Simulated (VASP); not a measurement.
# Sb (Fm-3m) in VASP: a series of runs

Runs on Sb. Level: r2SCAN. Tasks: single point.

Everything below comes from runs of VASP 6.6.1. Logs are shortened: lines on timing, memory, paths and dates and some standing lists are left out, and cuts for length are marked.

### Step 1. The structure

The structure is cubic, space group Fm-3m (No. 225). The conventional cell has a = 4.742 Å, b = 4.742 Å, c = 4.742 Å, α = 90.00°, β = 90.00°, γ = 90.00°. Around Sb (site symmetry m-3m) lie 12 Sb at 3.35 Å.

This isn't the form of Sb at room conditions, which is rhombohedral.

### Step 2. Single point, r2SCAN

Contents of INCAR:

```
PREC = Accurate
ENCUT = 250
EDIFF = 1E-6
ISMEAR = 1
SIGMA = 0.1
LREAL = F
LASPH = T
NELM = 100
ALGO = Normal
ISIF = 2
LWAVE = F
LCHARG = F
METAGGA = R2SCAN
LMIXTAU = T
NBANDS = 8
ADDGRID = F
```

Contents of KPOINTS:

```
Automatic mesh
0
Gamma
  15 15 15
```

Contents of POSCAR:

```
Sb
1.0
    0.0000000000      2.3712425216      2.3712425216
    2.3712425216      0.0000000000      2.3712425216
    2.3712425216      2.3712425216      0.0000000000
Sb
1
Direct
    0.0000000000      0.0000000000      0.0000000000
```

Potentials or basis: VASP PAW PBE potentials, release 64 (Sb).

Launch:

```console
$ cat potpaw_PBE.64/Sb/POTCAR > POTCAR
$ mpirun -np 1 vasp_std > vasp.out
```

OUTCAR:

```text
PREC = Accurate
   ENCUT = 250
   EDIFF = 1E-6
   ISMEAR = 1
   LREAL = F
   LASPH = T
   NELM = 100
   ISIF = 2
   METAGGA = R2SCAN

 Found    120 irreducible k-points:

 Following reciprocal coordinates:
            Coordinates               Weight
  0.000000  0.000000  0.000000      1.000000
  0.066667  0.000000  0.000000      8.000000
  0.133333  0.000000  0.000000      8.000000
  0.200000  0.000000  0.000000      8.000000
  0.266667  0.000000  0.000000      8.000000
  0.333333  0.000000  0.000000      8.000000
   k-points           NKPTS =    120   k-points in BZ     NKDIM =    120   number of bands    NBANDS=      8
   number of dos      NEDOS =    301   number of ions     NIONS =      1
   total plane-waves  NPLWV =   5832
   dimension x,y,z NGX =    18 NGY =   18 NGZ =   18
   dimension x,y,z NGXF=    36 NGYF=   36 NGZF=   36
   ions per type =               1
   NGX,Y,Z   is equivalent  to a cutoff of   8.92,  8.92,  8.92 a.u.
   NGXF,Y,Z  is equivalent  to a cutoff of  17.85, 17.85, 17.85 a.u.
 SYSTEM =  unknown system
   PREC   = accura    normal or accurate (medium, high low for compatibility)
   ISTART =      0    job   : 0-new  1-cont  2-samecut
   ICHARG =      2    charge: 1-file 2-atom 10-const
   ISPIN  =      1    spin polarized calculation?
   LNONCOLLINEAR =      F non collinear calculations
   LSORBIT =      F    spin-orbit coupling
   LASPH  =      T    aspherical Exc in radial PAW
   ENCUT  =  250.0 eV  18.37 Ry    4.29 a.u.   4.32  4.32  4.32*2*pi/ulx,y,z
   NELM   =    100;   NELMIN=  2; NELMDL= -5     # of ELM steps
   EDIFF  = 0.1E-05   stopping-criterion for ELM
   LREAL  =      F    real-space projection
   EDIFFG = 0.1E-04   stopping-criterion for IOM
   NSW    =      0    number of steps for IOM
   IBRION =     -1    ionic relax: 0-MD 1-quasi-New 2-CG
   NFREE  =      0    steps in history (QN), initial steepest desc. (CG)
   ISIF   =      2    stress and relaxation
   ISYM   =      2    0-nonsym 1-usesym 2-fastsym
   POTIM  = 0.5000    time-step for ionic-motion
   TEBEG  =    0.0;   TEEND  =   0.0 temperature during run
   PSTRESS=    0.0 pullay stress
   NELECT =       5.0000    total number of electrons
   NUPDOWN=      -1.0000    fix difference up-down
   EMIN   =  10.00;   EMAX   =-10.00  energy-range for DOS
   EFERMI =   0.00;   METHOD = LEGACY
   ISMEAR =     1;   SIGMA  =   0.10  broadening in eV -4-tet -1-fermi 0-gaus
   EFERMI_NEDOS =   21; number of points for ismear=-14 and -15
   IALGO  =     38    algorithm
   IMIX   =      4    mixing-type and parameters
     AMIX     =   0.40;   BMIX     =  1.00
     AMIX_MAG =   1.60;   BMIX_MAG =  1.00
  volume/ion in A,a.u.               =      26.67       179.95
  Fermi-wavevector in a.u.,A,eV,Ry     =   0.937013  1.770697 11.945820  0.877993
  Thomas-Fermi vector in A             =   2.064081
   LORBIT       =      0    0 simple, 1 ext, 2 COOP (PROOUT), +10 PAW based schemes
   METAGGA = R2SCAN    functional components
   LHFCALC =     F    Hartree Fock is set to
   AEXX    =    0.0000 exact exchange contribution
   IVDW    =     0    specifies the selected vdW correction
   LEPSILON=     F    determine dielectric tensor
   LRPA    =     F    only Hartree local field effects (RPA)
 non-spin polarized calculation
 Methfessel and Paxton  Order N= 1 SIGMA  =   0.10
  energy-cutoff  :      250.00
  volume of cell :       26.67
 maximum number of plane-waves:       259
 NGX is ok and might be reduce to    18
   NGX =  9   NGY =  9   NGZ =  9

 number of electron       4.9999999 magnetization

 Free energy of the ion-electron system (eV)
  ---------------------------------------------------
  ext. energy  EPLUGINS =         0.00000000
  ---------------------------------------------------
  free energy    TOTEN  =       -25.22852840 eV

  energy without entropy =      -25.22813498  energy(sigma->0) =      -25.22839726

 E-fermi :   8.6292     XC(G=0): -10.8814

 val. band max:        8.6170399846   @ k =  -0.1333   0.2000   0.0667
 cond. band min:       8.6328354055   @ k =  -0.4000   0.4667   0.0667
 fundamental gap:      0.0157954208
 Fermi energy:         8.6292184915

 k-point     1 :       0.0000    0.0000    0.0000
  band No.  band energies     occupation
      1      -5.0677      2.00000
      2      14.3088      0.00000
      3      14.3088      0.00000
      4      14.3088      0.00000
      5      19.0558      0.00000
      6      19.0558      0.00000
      7      19.0558      0.00000
      8      19.6136      0.00000

 k-point     2 :       0.0667    0.0000    0.0000
  band No.  band energies     occupation
      1      -4.9734      2.00000
      2      13.4067      0.00000
      3      14.1770      0.00000
      4      14.1770      0.00000
      5      18.3766      0.00000
      6      19.2683      0.00000
      7      19.2683      0.00000
      8      20.9307      0.00000

 k-point     3 :       0.1333    0.0000    0.0000
  band No.  band energies     occupation
      1      -4.6913      2.00000
      2      11.4934      0.00000
      3      13.8533      0.00000
      4      13.8533      0.00000
      5      17.9155      0.00000
      6      19.7512      0.00000
      7      19.7512      0.00000
      8      22.0094      0.00000

 k-point     4 :       0.2000    0.0000    0.0000
  band No.  band energies     occupation
      1      -4.2243      2.00000
      2       9.3604     -0.00000
      3      13.4632      0.00000
      4      13.4633      0.00000
      5      17.6147      0.00000
      6      19.8888      0.00000
      7      19.8889      0.00000
      8      21.8416      0.00000

 k-point     5 :       0.2667    0.0000    0.0000
  band No.  band energies     occupation
      1      -3.5800      2.00000
      2       7.2790      2.00000
      3      13.0946      0.00000
      4      13.0946      0.00000
      5      17.4310      0.00000
      6      19.3848      0.00000
      7      19.3848      0.00000
      8      20.9539      0.00000

 k-point     6 :       0.3333    0.0000    0.0000
  band No.  band energies     occupation
      1      -2.7785      2.00000
      2       5.3599      2.00000
      3      12.7940      0.00000
      4      12.7940      0.00000
      5      17.3581      0.00000
      6      18.8276      0.00000
      7      18.8276      0.00000
      8      20.1346      0.00000

 [... further k-points ...]

------------------------ aborting loop because EDIFF is reached ----------------------------------------

  FORCE on cell =-STRESS in cart. coord.  units (eV):
  Direction    XX          YY          ZZ          XY          YZ          ZX
  --------------------------------------------------------------------------------------
  -------------------------------------------------------------------------------------
  Total        0.1966357      0.1966357      0.1966357      0.0000000      0.0000000     -0.0000000
  in kB       11.8144898     11.8144898     11.8144898      0.0000000      0.0000000     -0.0000000
  external PRESSURE =      11.8144898 kB  Pullay stress =       0.0000000 kB

 VOLUME and BASIS-vectors are now :
 -----------------------------------------------------------------------------
  energy-cutoff  :      250.00
  volume of cell :       26.67
      direct lattice vectors                 reciprocal lattice vectors
     0.000000000  2.371242522  2.371242522    -0.210859916  0.210859916  0.210859916
     2.371242522  0.000000000  2.371242522     0.210859916 -0.210859916  0.210859916
     2.371242522  2.371242522  0.000000000     0.210859916  0.210859916 -0.210859916

 POSITION                                       TOTAL-FORCE (eV/Angst)
 -----------------------------------------------------------------------------------
      0.00000      0.00000      0.00000         0.000000      0.000000      0.000000
 -----------------------------------------------------------------------------------
    total drift:                                0.000000     -0.000000      0.000000

  FREE ENERGIE OF THE ION-ELECTRON SYSTEM (eV)
  ---------------------------------------------------
  free  energy   TOTEN  =       -25.2285284001 eV

  energy  without entropy=      -25.2281349798  energy(sigma->0) =      -25.22839726
```

Run time: 18 s. Hardware: 1 thread of Intel Xeon 6975P-C (Granite Rapids), shared host; peak memory 0.12 GiB.

These settings aren't checked as converged: the numbers below hold their error.

Results:

```yaml
Free_energy: -25.2285 eV
Pressure: 1.2 GPa
Band_gap_on_the_k_mesh: none (metal or under the smearing width)
```

Caveat: the PAW data sets were made with another functional, which shifts forces and pressure a little.

### Step 3. Single point, r2SCAN

Changes to INCAR since step 2:

```diff
@@ -1,3 +1,3 @@
 PREC = Accurate
-ENCUT = 250
+ENCUT = 300
 EDIFF = 1E-6
```

KPOINTS is that of step 2.

POSCAR is that of step 2.

Potentials or basis: VASP PAW PBE potentials, release 64 (Sb).

Launch:

```console
$ cat potpaw_PBE.64/Sb/POTCAR > POTCAR
$ mpirun -np 1 vasp_std > vasp.out
```

Wall time 25 s (1 thread of Intel Xeon 6975P-C (Granite Rapids), shared host); peak memory 0.13 GiB.

These settings aren't checked as converged: the numbers below hold their error.

What came out:

- Free energy: -25.2299 eV
- Pressure: 1.1 GPa
- Band gap on the k mesh: none (metal or under the smearing width)

Caveat: the PAW data sets were made with another functional, which shifts forces and pressure a little.

### Step 4. Single point, r2SCAN

Changes to INCAR since step 3:

```diff
@@ -1,3 +1,3 @@
 PREC = Accurate
-ENCUT = 300
+ENCUT = 350
 EDIFF = 1E-6
```

KPOINTS is that of step 3.

POSCAR is that of step 3.

Potentials or basis: VASP PAW PBE potentials, release 64 (Sb).

Launch:

```console
$ cat potpaw_PBE.64/Sb/POTCAR > POTCAR
$ mpirun -np 1 vasp_std > vasp.out
```

OUTCAR:

```text
PREC = Accurate
   ENCUT = 350
   EDIFF = 1E-6
   ISMEAR = 1
   LREAL = F
   LASPH = T
   NELM = 100
   ISIF = 2
   METAGGA = R2SCAN

 Found    120 irreducible k-points:

 Following reciprocal coordinates:
            Coordinates               Weight
  0.000000  0.000000  0.000000      1.000000
  0.066667  0.000000  0.000000      8.000000
  0.133333  0.000000  0.000000      8.000000
  0.200000  0.000000  0.000000      8.000000
  0.266667  0.000000  0.000000      8.000000
  0.333333  0.000000  0.000000      8.000000
   k-points           NKPTS =    120   k-points in BZ     NKDIM =    120   number of bands    NBANDS=      8
   number of dos      NEDOS =    301   number of ions     NIONS =      1
   total plane-waves  NPLWV =   8000
   dimension x,y,z NGX =    20 NGY =   20 NGZ =   20
   dimension x,y,z NGXF=    40 NGYF=   40 NGZF=   40
   ions per type =               1
   NGX,Y,Z   is equivalent  to a cutoff of   9.91,  9.91,  9.91 a.u.
   NGXF,Y,Z  is equivalent  to a cutoff of  19.83, 19.83, 19.83 a.u.
 SYSTEM =  unknown system
   PREC   = accura    normal or accurate (medium, high low for compatibility)
   ISTART =      0    job   : 0-new  1-cont  2-samecut
   ICHARG =      2    charge: 1-file 2-atom 10-const
   ISPIN  =      1    spin polarized calculation?
   LNONCOLLINEAR =      F non collinear calculations
   LSORBIT =      F    spin-orbit coupling
   LASPH  =      T    aspherical Exc in radial PAW
   ENCUT  =  350.0 eV  25.72 Ry    5.07 a.u.   5.12  5.12  5.12*2*pi/ulx,y,z
   NELM   =    100;   NELMIN=  2; NELMDL= -5     # of ELM steps
   EDIFF  = 0.1E-05   stopping-criterion for ELM
   LREAL  =      F    real-space projection
   EDIFFG = 0.1E-04   stopping-criterion for IOM
   NSW    =      0    number of steps for IOM
   IBRION =     -1    ionic relax: 0-MD 1-quasi-New 2-CG
   NFREE  =      0    steps in history (QN), initial steepest desc. (CG)
   ISIF   =      2    stress and relaxation
   ISYM   =      2    0-nonsym 1-usesym 2-fastsym
   POTIM  = 0.5000    time-step for ionic-motion
   TEBEG  =    0.0;   TEEND  =   0.0 temperature during run
   PSTRESS=    0.0 pullay stress
   NELECT =       5.0000    total number of electrons
   NUPDOWN=      -1.0000    fix difference up-down
   EMIN   =  10.00;   EMAX   =-10.00  energy-range for DOS
   EFERMI =   0.00;   METHOD = LEGACY
   ISMEAR =     1;   SIGMA  =   0.10  broadening in eV -4-tet -1-fermi 0-gaus
   EFERMI_NEDOS =   21; number of points for ismear=-14 and -15
   IALGO  =     38    algorithm
   IMIX   =      4    mixing-type and parameters
     AMIX     =   0.40;   BMIX     =  1.00
     AMIX_MAG =   1.60;   BMIX_MAG =  1.00
  volume/ion in A,a.u.               =      26.67       179.95
  Fermi-wavevector in a.u.,A,eV,Ry     =   0.937013  1.770697 11.945820  0.877993
  Thomas-Fermi vector in A             =   2.064081
   LORBIT       =      0    0 simple, 1 ext, 2 COOP (PROOUT), +10 PAW based schemes
   METAGGA = R2SCAN    functional components
   LHFCALC =     F    Hartree Fock is set to
   AEXX    =    0.0000 exact exchange contribution
   IVDW    =     0    specifies the selected vdW correction
   LEPSILON=     F    determine dielectric tensor
   LRPA    =     F    only Hartree local field effects (RPA)
 non-spin polarized calculation
 Methfessel and Paxton  Order N= 1 SIGMA  =   0.10
  energy-cutoff  :      350.00
  volume of cell :       26.67
 maximum number of plane-waves:       411
   NGX = 11   NGY = 11   NGZ = 11

 number of electron       5.0000000 magnetization

 Free energy of the ion-electron system (eV)
  ---------------------------------------------------
  ext. energy  EPLUGINS =         0.00000000
  ---------------------------------------------------
  free energy    TOTEN  =       -25.23056953 eV

  energy without entropy =      -25.23017369  energy(sigma->0) =      -25.23043758

 E-fermi :   8.6295     XC(G=0): -10.8771

 val. band max:        8.6172314072   @ k =  -0.1333   0.2000   0.0667
 cond. band min:       8.6326821516   @ k =  -0.4000   0.4667   0.0667
 fundamental gap:      0.0154507444
 Fermi energy:         8.6294845046

 k-point     1 :       0.0000    0.0000    0.0000
  band No.  band energies     occupation
      1      -5.0647      2.00000
      2      14.3080      0.00000
      3      14.3080      0.00000
      4      14.3080      0.00000
      5      19.0500      0.00000
      6      19.0500      0.00000
      7      19.0500      0.00000
      8      19.6060      0.00000

 k-point     2 :       0.0667    0.0000    0.0000
  band No.  band energies     occupation
      1      -4.9704      2.00000
      2      13.4061      0.00000
      3      14.1761      0.00000
      4      14.1761      0.00000
      5      18.3715      0.00000
      6      19.2626      0.00000
      7      19.2626      0.00000
      8      20.9228      0.00000

 k-point     3 :       0.1333    0.0000    0.0000
  band No.  band energies     occupation
      1      -4.6883      2.00000
      2      11.4929      0.00000
      3      13.8522      0.00000
      4      13.8522      0.00000
      5      17.9111      0.00000
      6      19.7441      0.00000
      7      19.7441      0.00000
      8      21.9927      0.00000

 k-point     4 :       0.2000    0.0000    0.0000
  band No.  band energies     occupation
      1      -4.2214      2.00000
      2       9.3607     -0.00000
      3      13.4620      0.00000
      4      13.4620      0.00000
      5      17.6111      0.00000
      6      19.8819      0.00000
      7      19.8819      0.00000
      8      21.8251      0.00000

 k-point     5 :       0.2667    0.0000    0.0000
  band No.  band energies     occupation
      1      -3.5774      2.00000
      2       7.2801      2.00000
      3      13.0931      0.00000
      4      13.0931      0.00000
      5      17.4290      0.00000
      6      19.3789      0.00000
      7      19.3789      0.00000
      8      20.9417      0.00000

 k-point     6 :       0.3333    0.0000    0.0000
  band No.  band energies     occupation
      1      -2.7762      2.00000
      2       5.3616      2.00000
      3      12.7921      0.00000
      4      12.7921      0.00000
      5      17.3564      0.00000
      6      18.8225      0.00000
      7      18.8225      0.00000
      8      20.1219      0.00000

 [... further k-points ...]

------------------------ aborting loop because EDIFF is reached ----------------------------------------

  FORCE on cell =-STRESS in cart. coord.  units (eV):
  Direction    XX          YY          ZZ          XY          YZ          ZX
  --------------------------------------------------------------------------------------
  -------------------------------------------------------------------------------------
  Total        0.1867598      0.1867598      0.1867598     -0.0000000     -0.0000000      0.0000000
  in kB       11.2211140     11.2211140     11.2211140     -0.0000000     -0.0000000      0.0000000
  external PRESSURE =      11.2211140 kB  Pullay stress =       0.0000000 kB

 VOLUME and BASIS-vectors are now :
 -----------------------------------------------------------------------------
  energy-cutoff  :      350.00
  volume of cell :       26.67
      direct lattice vectors                 reciprocal lattice vectors
     0.000000000  2.371242522  2.371242522    -0.210859916  0.210859916  0.210859916
     2.371242522  0.000000000  2.371242522     0.210859916 -0.210859916  0.210859916
     2.371242522  2.371242522  0.000000000     0.210859916  0.210859916 -0.210859916

 POSITION                                       TOTAL-FORCE (eV/Angst)
 -----------------------------------------------------------------------------------
      0.00000      0.00000      0.00000        -0.000000     -0.000000      0.000000
 -----------------------------------------------------------------------------------
    total drift:                                0.000000      0.000000     -0.000000

  FREE ENERGIE OF THE ION-ELECTRON SYSTEM (eV)
  ---------------------------------------------------
  free  energy   TOTEN  =       -25.2305695255 eV

  energy  without entropy=      -25.2301736938  energy(sigma->0) =      -25.23043758
```

stdout:

```text
POSCAR found type information on POSCAR Sb
 POSCAR found :  1 types and       1 ions
 scaLAPACK will be used
 -----------------------------------------------------------------------------
|                                                                             |
|                                                                             |
|     You enforced a specific xc type in the INCAR file but a different       |
|     I HOPE YOU KNOW WHAT YOU ARE DOING!                                     |
|                                                                             |
 -----------------------------------------------------------------------------

 LDA part: xc-table for (None), standard interpolation
 POSCAR, INCAR and KPOINTS ok, starting setup
 FFT: planning ... GRIDC
 FFT: planning ... GRID_SOFT
 FFT: planning ... GRID
 WAVECAR not read
 entering main loop
```

It took 26 s on 1 thread of Intel Xeon 6975P-C (Granite Rapids), shared host; peak memory 0.13 GiB.

The run converged, but some of its settings lie outside the range that counts as converged, so its numbers aren't taken as properties of the crystal.

What came out:

```yaml
Free_energy: -25.2306 eV
Pressure: 1.1 GPa
Band_gap_on_the_k_mesh: none (metal or under the smearing width)
```

Caveat: the PAW data sets were made with another functional, which shifts forces and pressure a little.

### Step 5. For comparison

An earlier run on the cell as given: functional PBEsol; potentials or basis VASP PAW PBE potentials, release 64 (Sb); cutoff 520 eV; k mesh 10 × 10 × 10; occupations fermi-dirac, width 0.05 eV; no spin polarisation.

- Pressure: -1.2 GPa
- Band gap on the k mesh: none (metal or under the smearing width)
